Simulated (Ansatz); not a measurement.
The system is TiCo3.

```
Co Ti
1.0
     3.57100    0.00000    0.00000
     0.00000    3.57100    0.00000
     0.00000    0.00000    3.57100
Co Ti
3 1
Cartesian
  1.7855 1.7855 0.0000
  1.7855 0.0000 1.7855
  0.0000 1.7855 1.7855
  0.0000 0.0000 0.0000
```

Base run:

```yaml
Program: Ansatz 0.2.0
Functional: PBEsol
Potentials_or_basis: all-electron LAPW, scalar-relativistic
Cutoff: 298 eV
Density_cutoff: 1192 eV
Basis_error_allowed: 0.001 eV/atom
k_mesh: 8 × 8 × 8
Occupations: fermi-dirac, width 0.05 eV
Spin: collinear spin, ferromagnetic start
Starting_moments: "[2.0, 2.0, 2.0, 1.0] μB"
```

Its results: pressure -3.9 GPa; net moment 2.51 μB per cell; site moments Co +1.00; Ti -0.37 μB.

After a change of settings the same cell gave: pressure -15.4 GPa; net moment 0.64 μB per cell; site moments Co +0.25; Ti -0.08 μB. Which change was it?
A. basis error allowed from 0.001 eV/atom to 0.002 eV/atom
B. functional from PBEsol to LDA; basis error allowed from 0.001 eV/atom to 0.002 eV/atom
C. potentials or basis from all-electron LAPW, scalar-relativistic to all-electron PAW datasets made for the crystal
D. potentials or basis from all-electron LAPW, scalar-relativistic to all-electron LAPW, non-relativistic; basis error allowed from 0.001 eV/atom to 0.002 eV/atom

B.

Not every run made on this cell is shown here.
